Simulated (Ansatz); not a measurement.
# Al (Aluminum): further runs on the relaxed cell

One table from this session's results is given with a row withheld; the runs are named, their logs left out.

Computed with Ansatz 0.2.0 (DFT PBE and PBEsol (the runs whose input is shown use PBEsol), scalar-relativistic, plane waves, PAW).

1 further run of the same task is left out (set aside as unsound or not needed).

## Starting point

Symmetry: Fm-3m, No. 225, cubic system. The conventional cell has a = 4.041 Å, b = 4.041 Å, c = 4.041 Å, α = 90.00°, β = 90.00°, γ = 90.00°. Around Al (site symmetry m-3m) lie 12 Al at 2.86 Å.

Coordinates:

```
Al
1.0
     0.00000    2.02073    2.02073
     2.02073    0.00000    2.02073
     2.02073    2.02073    0.00000
Al
1
Cartesian
  0.0000 0.0000 0.0000
```

This cell was relaxed beforehand with the same method: volume 16.50 Å³/atom, gap on the mesh none (metal).

The first run:

The input, input.yaml:

```yaml
crystal:
  lattice:
    - [0.0, 2.0207284053, 2.0207284053]
    - [2.0207284053, 0.0, 2.0207284053]
    - [2.0207284053, 2.0207284053, 0.0]
  atoms:
    - { symbol: Al, position: [0.0, 0.0, 0.0] }
basis:
  ecutwfc: 420
kpoints:
  mp_grid: { grid: [18, 18, 18] }
hamiltonian:
  xc: pbesol
scf:
  occupations: { method: gaussian, width: 0.1 }
output:
  forces: true
  stress: true
  eigenvalues: true
relax:
  adjacent_minimum: "off"
  f_tol: 0.005
  max_steps: 50
  cell: { stress_tol: 0.05 }
```

Command:

```
$ ansatz run input.yaml --threads 1 --pin off --max-ram 2560MiB --backend cpu --events-out ev --progress --plain --runs-dir out
```

Steps of the session up to this table: Relaxing with PBEsol; Relaxing with PBE+D3(BJ); The cell under LDA; Relaxing with r2SCAN.

One table of the session follows, with a row left open; its other results are not shown here.

| functional | a (Å) | b (Å) | c (Å) | volume (Å³/atom) |
| --- | --- | --- | --- | --- |
| PBE | 2.858 | 2.858 | 2.858 | 16.50 |
| PBEsol | ? | ? | ? | ? |
| PBE+D3(BJ) | 2.816 | 2.816 | 2.816 | 15.79 |
| LDA | 2.817 | 2.817 | 2.817 | 15.80 |
| r2SCAN | 2.823 | 2.823 | 2.823 | 15.90 |

**Question.** Estimate the row for PBEsol.

The run gave: a (Å): 2.839; b (Å): 2.839; c (Å): 2.839; volume (Å³/atom): 16.19. In the column «a (Å)» it lies between r2SCAN (2.823) and PBE (2.858).

The volumes rise in the order PBE+D3(BJ), LDA, r2SCAN, PBEsol, PBE, over 4.5 %. PBE comes nearest to the reported cell (-0.6 %), which holds thermal expansion that these runs lack.
